Why does a layered crystal pull inward along its sheets and push outward between them, and why does the choice of functional change the two so differently? Hexagonal boron nitride has strong B–N bonds within each sheet and only weak forces from sheet to sheet. All five calculations use the same cell, which was relaxed with the functional r2SCAN. The stress therefore tells how far each functional disagrees with that cell.

Hexagonal BN, computed with Ansatz 0.2.0 using hybrid density functionals, plane waves, PAW potentials and a 9×9×4 k mesh, without spin polarisation. All rows use the same cell and atomic positions, relaxed with r2SCAN; pressure and stress are positive in compression. The self-consistency and exchange thresholds were loose for stresses.

```
functional  wave cutoff  pressure (GPa)  stress xx (GPa)  stress zz (GPa)
  DDH-PBE0       420 eV          -1.200           -2.400            1.300
     HSE06       420 eV          -1.000           -2.300            1.400
   LC-wPBE       420 eV          -1.800           -3.000            0.500
      PBE0       420 eV          -1.100           -2.300            1.300
   r2SCANh       500 eV          -1.300           -2.000            0.000
```

Stress xx and stress yy act within the sheets, and stress zz acts along the stacking axis. A positive value means that the crystal is compressed and would expand if released; a negative value means that it would contract. The pressure is the mean of the three. For PBE0 it is only −1.1 GPa, because an inward pull of 2.3 GPa in two directions is partly offset by an outward push of 1.3 GPa in the third.

The pull within the sheets comes from the B–N bonds. Functionals without exact exchange tend to spread electrons too widely, since each electron partly repels itself. Hybrids replace part of the approximate exchange by exact exchange, which reduces this error, concentrates the charge and usually shortens polar bonds. Held in a cell made for slightly longer bonds, the sheets are then under tension, as they are in every row.

The two ends of the table are in line with this picture, but they also differ in parent functional, and no row without exact exchange is there to test it. The in-plane tension is weakest in r2SCANh, whose exact-exchange energy is about 18 eV in magnitude, and strongest in LC-wPBE, where it is about 83.5 eV. PBE0, HSE06 and DDH-PBE0 lie between. Their stresses differ by only 0.1 GPa in each direction, too little to rank them when the stress is loosely converged.

The push between the sheets has another origin. Real layers are held together largely by dispersion, the attraction between fluctuating charges on neighbouring sheets. No row contains a separate dispersion term, and PBE, the parent of four of the hybrids, supplies little of this attraction by itself. Those four would therefore like a wider spacing than the cell allows. r2SCANh inherits some medium-range attraction from r2SCAN, and its stress zz is 0.0 GPa.

That zero means that r2SCANh agrees with its parent about the spacing, not that the spacing is right. Since r2SCAN lacks the long-range part of dispersion, its layers are expected to sit somewhat too far apart. The zero also explains the irregular place of r2SCANh in the pressure column. Compared with PBE0, its weaker in-plane pull raises the pressure by 0.2 GPa, but the lost outward push lowers it by 0.4 GPa. The result is the second most negative pressure in the table, from the row with the mildest tension in the sheets.

A simple model tries to separate the amount of exact exchange from the parent functional. For each direction, a straight line in the exact-exchange energy was fitted to the four PBE-based rows. If the parent matters mainly between the sheets, r2SCANh, which was not part of the fit, should fall near the in-plane line and far from the axial one. With X for the magnitude of the exact-exchange energy in eV, the axial line gives for r2SCANh

stress zz = 2.23 − 0.0207 X = 2.23 − 0.0207 × 18.2 = 1.85 GPa.

The calculation gives 0.0 GPa, so the axial line fails by almost 2 GPa, while the in-plane line misses by about 0.1 GPa. The axial failure fits the assumption, but the in-plane agreement is probably an accident. Three of the fitted rows lie close together, so LC-wPBE nearly fixes both slopes by itself. The total exact-exchange energy is also a poor measure of what the bonds feel. HSE06 leaves out the long-range exact exchange of PBE0 and so has 6.6 eV less in all, yet its in-plane stress is also −2.3 GPa. The part left out varies so slowly with distance that a small change in bond length is expected to alter it little. LC-wPBE brings in exact exchange at much shorter distances, near a bond length, where it can matter for the bonds.

The in-plane line also keeps a tension of 1.6 GPa at zero exact exchange. PBE itself is expected to do the opposite and push outward within the sheets, because it usually gives longer B–N bonds than r2SCAN. The parent therefore probably matters in both directions. The basis may play a part too: a finite set of plane waves can add a spurious inward stress, and r2SCANh was run with a cutoff of 500 eV, the others with 420 eV. Only runs at other cutoffs could show how much this matters.

LC-wPBE is the second irregular row. Relative to PBE0, its in-plane stress falls by 0.7 GPa, and its outward push between the sheets falls by 0.8 GPa. Both changes lower the pressure, which makes it the most negative of all. The electrostatic repulsion within the smooth part of its electron cloud is 0.6 eV per cell higher. That may mean more concentrated charge, but the sign is weak, since r2SCANh, with the mildest tension, also lies above PBE0. Perhaps the sheets then overlap less and repel each other less, but this is a guess, because LC-wPBE also divides exchange between short and long range in its own way.

For anyone who needs dimensions, the softness of each direction matters more than the size of the stress. As rough recalled values, the sheets resist stretching with about 1000 GPa and the stack with a few tens of GPa. The in-plane pull of PBE0 thus means a contraction of about 0.2 percent, whereas its smaller axial push means an expansion of several percent by the same linear estimate. The expansion in PBE0 itself is probably larger, because without dispersion the layers are held more weakly than the recalled stiffness assumes. The printed output below gives both fits and the split of the pressure.

Output of the analysis:

```
Shares of the pressure and rough linear strains:
       row  exact exchange eV  in-plane share GPa  axial share GPa  strain of a %  strain of c %
  DDH-PBE0              46.35                -1.6           0.4333        -0.2449          4.815
     HSE06               38.8              -1.533           0.4667        -0.2347          5.185
   LC-wPBE               83.5                  -2           0.1667        -0.3061          1.852
      PBE0              45.44              -1.533           0.4333        -0.2347          4.815
   r2SCANh              18.19              -1.333                0        -0.2041              0
fit of stress_xx on 4 rows (pbe > 0): constant -1.62 +/- 0.092, coefficient of ex -0.01645 +/- 0.0016; rms 0.0408, worst PBE0 -0.0671, leave-one-out rms 0.178
  rows outside the fit (model, value, miss): r2SCANh -1.919, -2, 0.0812
fit of stress_zz on 4 rows (pbe > 0): constant 2.231 +/- 0.046, coefficient of ex -0.02066 +/- 0.00082; rms 0.0204, worst HSE06 0.0291, leave-one-out rms 0.142
  rows outside the fit (model, value, miss): r2SCANh 1.855, 0, 1.85
LC-wPBE less PBE0, in-plane stress (GPa): -0.7
LC-wPBE less PBE0, axial stress (GPa): -0.8
LC-wPBE less PBE0, pressure (GPa): -0.7
LC-wPBE less PBE0, Hartree energy (eV per cell): 0.624
r2SCANh less PBE0, in-plane stress (GPa): 0.3
r2SCANh less PBE0, axial stress (GPa): -1.3
r2SCANh less PBE0, pressure (GPa): -0.2
in-plane share of that pressure difference (GPa): 0.2
axial share of that pressure difference (GPa): -0.4333
spread of in-plane stress over PBE0 HSE06 DDH-PBE0 (GPa): 0.1
spread of axial stress over PBE0 HSE06 DDH-PBE0 (GPa): 0.1
rough ratio of in-plane to axial stiffness: 36.3
```
